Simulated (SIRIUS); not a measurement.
# Al (P6_3/mmc) in SIRIUS: reference runs

How does Al come out in PBEsol? The cell is run as given and disturbed.

Program: SIRIUS 7.10.0. These are calculated values, not measurements. Logs are shortened: lines on timing, memory, paths and dates and some standing lists are left out, and cuts for length are marked. The log counts tension as positive stress, the text compression.

**1. Starting point**

It takes space group P6_3/mmc (No. 194, hexagonal). The conventional cell has a = 2.812 Å, b = 2.812 Å, c = 4.867 Å, α = 90.00°, β = 90.00°, γ = 120.00°. Al (site symmetry -6m2) is surrounded by 12 Al at 2.81 to 2.93 Å.

This isn't the form of Al at room conditions, which is fcc.

**2. Single point, PBEsol**

sirius.json reads:

```json
{
  "control": {
    "processing_unit": "cpu",
    "verbosity": 2,
    "num_bands_to_print": 9,
    "print_forces": true,
    "print_stress": true
  },
  "parameters": {
    "electronic_structure_method": "pseudopotential",
    "xc_functionals": ["XC_GGA_X_PBE_SOL", "XC_GGA_C_PBE_SOL"],
    "gk_cutoff": 6.4,
    "pw_cutoff": 12.8,
    "ngridk": [11, 11, 6],
    "shiftk": [0, 0, 0],
    "smearing": "fermi_dirac",
    "smearing_width": 0.0018374661,
    "num_bands": 9,
    "num_mag_dims": 0,
    "num_dft_iter": 100,
    "energy_tol": 1e-08,
    "density_tol": 1e-06
  },
  "iterative_solver": {
    "type": "davidson",
    "min_tolerance": 1e-09,
    "tolerance_scale": [0.1, 0.25]
  },
  "mixer": {
    "type": "anderson",
    "beta": 0.7,
    "max_history": 8
  },
  "settings": {
    "tol_ne": 1e-10,
    "pseudo_grid_cutoff": 6.5
  },
  "unit_cell": {
    "lattice_vectors": [
      [1.0, 0.0, 0.0],
      [-0.499999999982, 0.866025403781, 0.0],
      [0.0, 0.0, 1.730463026695]
    ],
    "lattice_vectors_scale": 5.3147703521,
    "atom_coordinate_units": "lattice",
    "atom_types": ["Al"],
    "atom_files": {
      "Al": "Al.json"
    },
    "atoms": {
      "Al": [
        [0.3333333333, 0.6666666667, 0.25],
        [0.6666666667, 0.3333333333, 0.75]
      ]
    }
  }
}
```

Potentials or basis: PseudoDojo 0.4.1 PBEsol standard (scalar relativistic).

Started as:

```bash
$ upf_to_json Al.upf
$ OMP_NUM_THREADS=1 sirius.scf --input=sirius.json --output=out.json --task=0
```

What it wrote:

```text
[info] SIRIUS version : 7.10.0
[info] number of MPI ranks           : 1
[info] MPI grid                      : 1 1
[info] maximum number of OMP threads : 1
[fft] FFT context for density and potential
[fft] =====================================
[fft]   comm size                             : 1
[fft]   plane wave cutoff                     : 12.8
[fft]   grid size                             : 24 24 40   total : 23040
[fft]   grid limits                           : -11 12   -11 12   -19 20
[fft]   number of G-vectors within the cutoff : 3961
[fft]   local number of G-vectors             : 3961
[fft]   number of G-shells                    : 464
[fft] FFT context for coarse grid
[fft] =====================================
[fft]   comm size                             : 1
[fft]   plane wave cutoff                     : 12.8
[fft]   grid size                             : 24 24 40   total : 23040
[fft]   grid limits                           : -11 12   -11 12   -19 20
[fft]   number of G-vectors within the cutoff : 3961
[fft]   local number of G-vectors             : 3961
[fft]   number of G-shells                    : 464
[unit cell] lattice vectors
[unit cell]   a1 :       5.3147703521      0.0000000000      0.0000000000
[unit cell]   a2 :      -2.6573851760      4.6027261402      0.0000000000
[unit cell]   a3 :       0.0000000000      0.0000000000      9.1970135897
[unit cell] reciprocal lattice vectors
[unit cell]   b1 :       1.1822120037      0.6825504186     -0.0000000000
[unit cell]   b2 :       0.0000000000      1.3651008372      0.0000000000
[unit cell]   b3 :       0.0000000000     -0.0000000000      0.6831766906
[unit cell] unit cell volume :       224.98132348 [a.u.^3]
[unit cell] 1/sqrt(omega)    :         0.06666943
[unit cell] MT volume        :         0.00000000 ( 0.00%)
[unit cell] IT volume        :       224.98132348 (100.00%)
[unit cell] number of atom types : 1
[unit cell] type id : 0 symbol : Al mt_radius :  18.750000 num_atoms : 2
[unit cell] total number of atoms : 2
[unit cell] number of symmetry classes : 1
[unit cell] number of PAW atoms : 0
[unit cell] atom id  type id  class id             position                      vector_field
[unit cell] ------------------------------------------------------------------------------------------
[unit cell]      0        0        0      0.33333   0.66667   0.25000      0.00000   0.00000   0.00000
[unit cell]      1        0        0      0.66667   0.33333   0.75000      0.00000   0.00000   0.00000
[unit cell] atom id         position (Cartesian, a.u.)
[unit cell] ---------------------------------------------
[unit cell]      0      -0.000000    3.068484    2.299253
[unit cell]      1       2.657385    1.534242    6.897760
[unit cell] class id : 0 atom id : 0 1
[unit cell] minimum bond length:     5.314770
[unit cell] total number of pseudo wave-functions: 8
[sym] space group number   : 194
[sym] international symbol : P6_3/mmc
[sym] Hall symbol          : -P 6c 2c
[sym] space group transformation matrix :
[sym]   1.0000  0.0000  0.0000
[sym]   0.0000  1.0000  0.0000
[sym]   0.0000  0.0000  1.0000
[sym] space group origin shift :
[sym]   1.0000  1.0000  0.0000
[sym] number of space group operations  : 24
[sym] number of magnetic group operations : 24
[sym] metric tensor error: 1.0169e-09
[sym] rotation matrix error: 4.1569e-11
[sym] symmetry operations
[... list of symmetry operations ...]
[atom type] label          : Al
[atom type] --------------------------------------------------------------------------------
[atom type] symbol         : Al
[atom type] name           :
[atom type] zn             : 3
[atom type] mass           : 0
[atom type] mt_radius      : 18.75
[atom type] num_mt_points  : 1876
[... 198 lines left out ...]
[find] Free energy (E-TS)             :      -4.63792638 (Ha),      -9.27585276 (Ry)
[find] band gap (eV)                  :       0.00000000
[find] Efermi                         :       0.28607954
[find] iteration : 6, RMS : 3.422868050863e-07, energy difference : -4.989405599787e-08
[find] Hartree energy of density residual : 4.107297219867e-12
[find] | SCF iteration   7 out of 100|
[diagonalize] iterative solver tolerance (occupied, empty): 6.63267e-09 6.63267e-09
[diagonalize] average number of iterations: 3.3125
[find] Total energy                   :      -4.63775987 (Ha),      -9.27551974 (Ry)
[find] Free energy (E-TS)             :      -4.63792639 (Ha),      -9.27585278 (Ry)
[find] band gap (eV)                  :       0.00000000
[find] Efermi                         :       0.28607957
[find] iteration : 7, RMS : 1.780860848698e-07, energy difference : -1.172157571006e-08
[find] Hartree energy of density residual : 3.540241750405e-12
[find] bands are converged : false
[find] iterative solver converged : false
[find] +------------------------------+
[find] | SCF iteration   8 out of 100|
[find] +------------------------------+
[diagonalize] iterative solver tolerance (occupied, empty): 1.65817e-09 1.65817e-09
[diagonalize] average number of iterations: 3.20312
[diagonalize] Lowest band energies
[diagonalize] ik:    0   -0.121262    0.099496    0.107623    0.695039    0.704487    0.704487    0.713097    0.713097    0.738626
[diagonalize] ik:    1   -0.113695    0.106907    0.114706    0.591820    0.644251    0.679695    0.729688    0.741698    0.792991
[diagonalize] ik:    2   -0.091058    0.128936    0.135951    0.465788    0.592842    0.627233    0.670136    0.677352    0.766386
[diagonalize] ik:    3   -0.053553    0.164706    0.171340    0.348896    0.540079    0.554355    0.561937    0.618447    0.735576
[diagonalize] ik:    4   -0.001516    0.205255    0.220741    0.252552    0.446823    0.457039    0.528752    0.588109    0.713092
[diagonalize] ...
[diagonalize] ik:   59    0.024892    0.024892    0.405112    0.405112    0.415228    0.415228    0.486578    0.486578    0.805513
[diagonalize] ik:   60    0.076018    0.076018    0.312102    0.312102    0.392037    0.392037    0.517992    0.517992    0.731830
[diagonalize] ik:   61    0.139845    0.139845    0.223215    0.223215    0.379067    0.379067    0.572593    0.572593    0.654355
[diagonalize] ik:   62    0.133312    0.133312    0.279420    0.279420    0.309740    0.309740    0.567439    0.567439    0.701847
[diagonalize] ik:   63    0.191258    0.191258    0.219341    0.219341    0.292038    0.292038    0.612879    0.612879    0.658384
[find] Charges and magnetic moments
[find] --------------------------------------------------------------------------------
[find] total charge          : 6.000000
[find] Energy
[find] --------------------------------------------------------------------------------
[find] valence_eval_sum               :       0.74317299
[find] <rho|V^{XC}>                   :      -2.16866730
[find] <rho|E^{XC}>                   :      -2.16002592
[find] <mag|B^{XC}>                   :       0.00000000
[find] <rho|V^{H}>                    :       0.01494910
[find] one-electron contribution      :       2.89689119 (Ha),       5.79378238 (Ry)
[find] hartree contribution           :       0.00747455
[find] xc contribution                :      -2.16002592
[find] ewald contribution             :      -5.38209974
[find] PAW contribution               :       0.00000000
[find] smearing (-TS)                 :      -0.00016652
[find] SCF correction                 :       0.00000004
[find] Total energy                   :      -4.63775987 (Ha),      -9.27551975 (Ry)
[find] Free energy (E-TS)             :      -4.63792639 (Ha),      -9.27585279 (Ry)
[find] band gap (eV)                  :       0.00000000
[find] Efermi                         :       0.28607960
[find] iteration : 8, RMS : 4.794549367206e-08, energy difference : -2.732188697507e-09
[find] Hartree energy of density residual : 3.725168377033e-13
[find] bands are converged : false
[find] iterative solver converged : true
[find] converged after 9 SCF iterations!
[find] Charges and magnetic moments
[find] --------------------------------------------------------------------------------
[find] total charge          : 6.000000
[find] Energy
[find] --------------------------------------------------------------------------------
[find] valence_eval_sum               :       0.74317299
[find] <rho|V^{XC}>                   :      -2.16866730
[find] <rho|E^{XC}>                   :      -2.16002592
[find] <mag|B^{XC}>                   :       0.00000000
[find] <rho|V^{H}>                    :       0.01494910
[find] one-electron contribution      :       2.89689119 (Ha),       5.79378238 (Ry)
[find] hartree contribution           :       0.00747455
[find] xc contribution                :      -2.16002592
[find] ewald contribution             :      -5.38209974
[find] PAW contribution               :       0.00000000
[find] smearing (-TS)                 :      -0.00016652
[find] SCF correction                 :       0.00000004
[find] Total energy                   :      -4.63775987 (Ha),      -9.27551975 (Ry)
[find] Free energy (E-TS)             :      -4.63792639 (Ha),      -9.27585279 (Ry)
[find] band gap (eV)                  :       0.00000000
[find] Efermi                         :       0.28607960
[ground_state] === stress tensor components [kbar] ===
[ground_state] === stress_kin ===
[ground_state] -1483.023378    0.000000   -0.000000
[ground_state]     0.000000-1483.023378    0.000000
[ground_state]    -0.000000    0.000000-1480.470507
[ground_state] === stress_har ===
[ground_state]    -3.588615    0.000000    0.000000
[ground_state]     0.000000   -3.588615   -0.000000
[ground_state]     0.000000   -0.000000   -2.597309
[ground_state] === stress_ewald ===
[ground_state]  2284.370583   -0.000000   -0.000000
[ground_state]    -0.000000 2284.370583   -0.000000
[ground_state]    -0.000000   -0.000000 2469.479516
[ground_state] === stress_vloc ===
[ground_state]   -60.005594    0.000000    0.000000
[ground_state]     0.000000  -60.005594    0.000000
[ground_state]     0.000000    0.000000 -241.529320
[ground_state] === stress_xc ===
[ground_state]    10.385692   -0.000000    0.000000
[ground_state]    -0.000000   10.385692   -0.000000
[ground_state]     0.000000   -0.000000   10.045327
[ground_state] === stress_core ===
[ground_state]   771.835635   -0.000000    0.000000
[ground_state]    -0.000000  771.835635   -0.000000
[ground_state]     0.000000   -0.000000  766.849607
[ground_state] === stress_nonloc ===
[ground_state] -1520.809324    0.000000    0.000000
[ground_state]     0.000000-1520.809324   -0.000000
[ground_state]     0.000000   -0.000000-1476.306962
[ground_state] === stress_us_nl ===
[ground_state] -1520.809324    0.000000    0.000000
[ground_state]     0.000000-1520.809324   -0.000000
[ground_state]     0.000000   -0.000000-1476.306962
[ground_state] === stress_total ===
[ground_state]    -0.835001    0.000000   -0.000000
[ground_state]     0.000000   -0.835001   -0.000000
[ground_state]    -0.000000   -0.000000   45.470351
[ground_state] ==== total Forces in Ha/bohr =====
[ground_state] atom:    0, force:      -0.0000000      0.0000000      0.0000000
[ground_state] atom:    1, force:       0.0000000     -0.0000000     -0.0000000
[ground_state] ==== ultrasoft contribution from Qij =====
[ground_state] atom:    0, force:       0.0000000      0.0000000      0.0000000
[ground_state] atom:    1, force:       0.0000000      0.0000000      0.0000000
[ground_state] ==== non-local contribution from Beta-projector =====
[ground_state] atom:    0, force:       0.0000000      0.0000000      0.0000000
[ground_state] atom:    1, force:       0.0000000     -0.0000000     -0.0000000
[ground_state] ==== contribution from local potential =====
[ground_state] atom:    0, force:      -0.0000000      0.0000000      0.0000000
[ground_state] atom:    1, force:       0.0000000     -0.0000000      0.0000000
[ground_state] ==== contribution from core density =====
[ground_state] atom:    0, force:       0.0000000     -0.0000000     -0.0000000
[ground_state] atom:    1, force:      -0.0000000      0.0000000      0.0000000
[ground_state] ==== Ewald forces from ions =====
[ground_state] atom:    0, force:      -0.0000000      0.0000000      0.0000000
[ground_state] atom:    1, force:       0.0000000      0.0000000     -0.0000000
[~DFT_ground_state] local op. applied: 15626
[~DFT_ground_state] evp. work count: 8289.81
[~DFT_ground_state] number of iterative solver steps: 2584
```

Wall time 9.7 s (1 thread of Arm Neoverse V2, shared host); peak memory 0.24 GiB.

Results:

```
Free energy            : -126.2044 eV
Pressure               : -1.5 GPa
Band gap on the k mesh : none (metal or under the smearing width)
```

**3. Single point, PBEsol (atoms moved at random, drawn with an rms of 0.05 Å)**

sirius.json, as its differences from that of step 2:

```diff
@@ -51,4 +51,4 @@
       "Al": [
-        [0.3333333333, 0.6666666667, 0.25],
-        [0.6666666667, 0.3333333333, 0.75]
+        [0.314418, 0.646969, 0.2454],
+        [0.669791, 0.33912, 0.753178]
       ]
```

Potentials or basis: PseudoDojo 0.4.1 PBEsol standard (scalar relativistic).

Started as:

```bash
$ upf_to_json Al.upf
$ OMP_NUM_THREADS=1 sirius.scf --input=sirius.json --output=out.json --task=0
```

It took 50 s on 1 thread of Arm Neoverse V2, shared host; peak memory 0.66 GiB.

The run converged. Its results:

- Free energy: -126.2003 eV
- Pressure: -1.4 GPa
- Largest force: 0.135 eV/Å
- Band gap on the k mesh: none (metal or under the smearing width)

Forces on the atoms (eV/Å):
```
Al   0.024  0.046  0.124
Al  -0.024 -0.046 -0.124
```

Stress tensor (GPa, compression positive):
```
 0.21  0.02  0.03
 0.02  0.11  0.07
 0.03  0.07 -4.43
```
